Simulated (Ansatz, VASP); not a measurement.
## N in VASP and in Ansatz

INCAR

```
SYSTEM = N
PREC = Accurate
ENCUT = 520
EDIFF = 1E-7
ISMEAR = 0
SIGMA = 0.1577
LREAL = .FALSE.
LASPH = .TRUE.
NELM = 100
ALGO = Normal
ISIF = 2
LWAVE = .FALSE.
LCHARG = .FALSE.
GGA = PS
NBANDS = 8
```

Contents of KPOINTS:

```
Automatic mesh
0
G
  19 19 19
  0 0 0
```

File POSCAR:

```
N
1.0
   -1.2076160000      1.2076160000      1.2076160000
    1.2076160000     -1.2076160000      1.2076160000
    1.2076160000      1.2076160000     -1.2076160000
N
1
Direct
    0.0000000000      0.0000000000      0.0000000000
```

Input for Ansatz:

```yaml
crystal:
  lattice:
    - [-1.207616, 1.207616, 1.207616]
    - [1.207616, -1.207616, 1.207616]
    - [1.207616, 1.207616, -1.207616]
  atoms:
    - { symbol: "N", position: [0.0, 0.0, 0.0] }
  symmetry: { tolerance: 0.0003 }
kpoints:
  mp_grid: { grid: [19, 19, 19], shift: [0, 0, 0] }
  band_path:
    path:
      - [0.0, 0.0, 0.0]
      - [0.5, -0.5, 0.5]
      - [0.0, 0.0, 0.5]
      - [0.0, 0.0, 0.0]
      - [0.25, 0.25, 0.25]
      - [0.5, -0.5, 0.5]
      - [0.25, 0.25, 0.25]
      - [0.0, 0.0, 0.5]
    npoints: 8
magnetization:
  spin_polarized: false
scf:
  occupations: { method: gaussian, width: 0.1577 }
  lower_state_search: "off"
  max_iter: 200
hamiltonian:
  pseudopotentials: { kind: paw }
  xc: pbesol
basis:
  ecutwfc: 420
  fft_grid_basis: typed
output:
  forces: true
  stress: true
  eigenvalues: true
  bader: true
  populations: true
  elf: true
  write_potential: true
  volumetric_format: npy
  dos:
    e_range: [-12, 8]
    de: 0.05
    projected: { site_lists: { "N": ["N"] } }
checkpoint:
  read: saved_state
```

Alike in both runs: task single point; functional PBEsol; k mesh 19 × 19 × 19; occupations gaussian, width 0.1577 eV; no spin polarisation.

|  | VASP | Ansatz |
| --- | --- | --- |
| version | VASP 6.6.1 | Ansatz 0.2.0 |
| potentials or method | VASP PAW PBE potentials, release 64 (N) | PAW plane waves |
| plane-wave cutoff (eV) | 520 | 420 |
| valence electrons in the cell | 5 | 5 |

VASP gave:

- pressure (GPa): -5.3

**Question.** Which values does Ansatz return?

**Answer.** Pressure (GPa): -5.2.

Caveats: the PAW data sets were made with another functional, which shifts forces and pressure a little (VASP).
